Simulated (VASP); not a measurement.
Here is a VASP 6.6.1 calculation.

The input INCAR:

```
SYSTEM = Cs
ALGO = Normal
EDIFF = 1E-6
ENCUT = 520
GGA = PE
ISIF = 2
ISMEAR = 0
LASPH = .True.
LCHARG = .False.
LREAL = .False.
LWAVE = .False.
NBANDS = 10
NELM = 100
PREC = Accurate
SIGMA = 0.1
```

Contents of KPOINTS:

```
k-points
0
Gamma
  4 4 4
  0 0 0
```

Contents of POSCAR:

```
Cs
1.0
    3.0190110000     -4.3381320000      0.0000000000
    3.0190110000      4.3381320000      0.0000000000
   -2.5749360000      0.0000000000      4.4138870000
Cs
1
Direct
    0.0000000000      0.0000000000      0.5000000000
```

Potentials or basis: VASP PAW PBE potentials, release 64 (Cs_sv).

Launch:

```console
$ cat potpaw_PBE.64/Cs_sv/POTCAR > POTCAR
$ mpirun -np 1 vasp_std > vasp.out
```

(1) Estimate the band gap on the k mesh.

(2) Predict the pressure.

## Answers

(1) none (metal or under the smearing width).

(2) 0.0 GPa.
